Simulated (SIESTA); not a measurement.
The system is Gd.

```xyz
1
Lattice="3.6569 0.0000 0.0000 1.8285 3.1670 0.0000 1.8285 1.0557 2.9858" Properties=species:S:1:pos:R:3 pbc="T T T"
Gd    0.0000    0.0000    0.0000
```

This isn't the form of Gd at room conditions, which is hcp.

| Property | Result |
| --- | --- |
| Program | SIESTA 5.4.2 |
| Task | relaxation of cell and atoms |
| Functional | AM05 |
| Potentials or basis | PseudoDojo 3+ lanthanides (4f in the core) (PBE files) |
| Basis | DZP (energy shift 0.003 Ry; two zetas on semicore shells) |
| Grid cutoff | 800 Ry |
| Energy shift | 0.003 Ry |
| k mesh | 6 × 6 × 6 |
| Occupations | fermi-dirac, width 0.05 eV |
| Spin | collinear spin, ferromagnetic start |
| Starting moments | [7.0] μB |

At the start: pressure -4.0 GPa; volume 34.58 Å³/atom.

Task: How do energy, volume and symmetry change on relaxing?

Result: Over 5 steps the energy falls by 46.9 meV/atom and the volume is 31.26 Å³/atom (-9.6 %); space group Fm-3m (No. 225, to 0.05 Å); moment 0.00 μB per cell.

Step by step:
```csv
step,energy change (eV),largest force (eV/Å),pressure (GPa),volume (Å³)
1,0.0000,0.0000,-4.04,34.58
2,-0.0262,0.0000,-2.86,33.40
3,-0.0464,0.0000,-0.47,31.56
4,-0.0338,0.0000,2.72,29.65
5,-0.0469,0.0000,0.02,31.26
```

Final structure:
```yaml
crystal:
  lattice:
    - [3.53574, 0.00000, 0.00000]
    - [1.76787, 3.06204, 0.00000]
    - [1.76787, 1.02068, 2.88692]
  atoms:
    - { symbol: Gd, position: [0.00000, 0.00000, 0.00000] }
```

Caveat: the potentials were made for another functional, which shifts forces and pressure; the basis of atomic orbitals isn't converged, which shifts pressures, moduli and gaps.
